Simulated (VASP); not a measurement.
# A VASP 6.6.1 single-point calculation on Cu₂O

INCAR

```
PREC = Accurate
LASPH = .TRUE.
ENCUT = 520
NELM = 120
EDIFF = 1E-7
ISIF = 2
LREAL = .FALSE.
LCHARG = .FALSE.
IBRION = -1
NSW = 0
SIGMA = 0.02
MAGMOM = 1 -1 1 1 1 1
NBANDS = 37
ISPIN = 2
ISMEAR = -1
LWAVE = .FALSE.
GGA = PE
```

KPOINTS

```
KPOINTS created by Atomic Simulation Environment
0
Monkhorst-Pack
6 6 6
0 0 0
```

POSCAR

```
Cu O
 1.0000000000000000
     4.2885411011999999    0.0000000000000000    0.0000000000000000
     0.0000000000000000    4.2885411011999999    0.0000000000000000
     0.0000000000000000    0.0000000000000000    4.2885411011999999
 Cu  O
   4   2
Cartesian
  1.0721352753000000  1.0721352753000000  3.2164058259000003
  3.2164058259000003  1.0721352753000000  1.0721352753000000
  1.0721352753000000  3.2164058259000003  1.0721352753000000
  3.2164058259000003  3.2164058259000003  3.2164058259000003
  2.1442705505999999  2.1442705505999999  2.1442705505999999
  0.0000000000000000  0.0000000000000000  0.0000000000000000
```

The recommended PBE PAW datasets give the neutral cell 56 valence electrons.

Command

```
mpirun -np 1 vasp_std
```

Q: How does this run end, and what does it give?

A: It converged. Results: pressure 1.5 GPa; magnetic moment of the cell 0.00 μB.

OSZICAR

```
N       E                     dE             d eps       ncg     rms          rms(c)
DAV:   1     0.539482040460E+03    0.53948E+03   -0.25035E+04  4168   0.237E+03
DAV:   2     0.619136527381E+02   -0.47757E+03   -0.45435E+03  4169   0.448E+02
DAV:   3    -0.263761566120E+02   -0.88290E+02   -0.83759E+02  5270   0.213E+02
DAV:   4    -0.319728167797E+02   -0.55967E+01   -0.55134E+01  6098   0.605E+01
DAV:   5    -0.320300480713E+02   -0.57231E-01   -0.57208E-01  5539   0.735E+00    0.229E+01
DAV:   6    -0.305272173121E+02    0.15028E+01   -0.55812E+01  5472   0.137E+02    0.130E+01
DAV:   7    -0.271848663410E+02    0.33424E+01   -0.14117E+01  5402   0.916E+01    0.319E+00
DAV:   8    -0.273128374421E+02   -0.12797E+00   -0.19954E+00  5816   0.114E+01    0.158E+00
DAV:   9    -0.272957174154E+02    0.17120E-01   -0.13885E-01  5745   0.133E+01    0.112E+00
DAV:  10    -0.272868652314E+02    0.88522E-02   -0.94126E-02  5523   0.115E+01    0.585E-01
DAV:  11    -0.272851675374E+02    0.16977E-02   -0.18023E-02  6834   0.389E+00    0.278E-01
DAV:  12    -0.272842972893E+02    0.87025E-03   -0.47514E-03  6052   0.770E-01    0.608E-02
DAV:  13    -0.272843789966E+02   -0.81707E-04   -0.88269E-04  6656   0.355E-01    0.429E-02
DAV:  14    -0.272843728213E+02    0.61753E-05   -0.60319E-05  6566   0.129E-01    0.236E-02
DAV:  15    -0.272843660563E+02    0.67650E-05   -0.39987E-05  6775   0.120E-01    0.415E-03
DAV:  16    -0.272843664062E+02   -0.34993E-06   -0.36997E-06  6266   0.279E-02    0.128E-03
DAV:  17    -0.272843664517E+02   -0.45469E-07   -0.25073E-07  3560   0.626E-03
   1 F= -.27284366E+02 E0= -.27284366E+02  d E =-.678833E-09  mag=     0.0000
```

Standard output (part)

```
POSCAR found type information on POSCAR CuO
 POSCAR found :  2 types and       6 ions
 LDA part: xc-table for (Slater+PW92), standard interpolation
 POSCAR, INCAR and KPOINTS ok, starting setup
 WAVECAR not read
 entering main loop
```

The shifted mesh misses Γ, so a band edge there is missed.

For comparison, a separate PBE run of the intended cell, on usual settings and not on those above, gives a gap of 0.49 eV on its mesh and a pressure of 1.5 GPa.
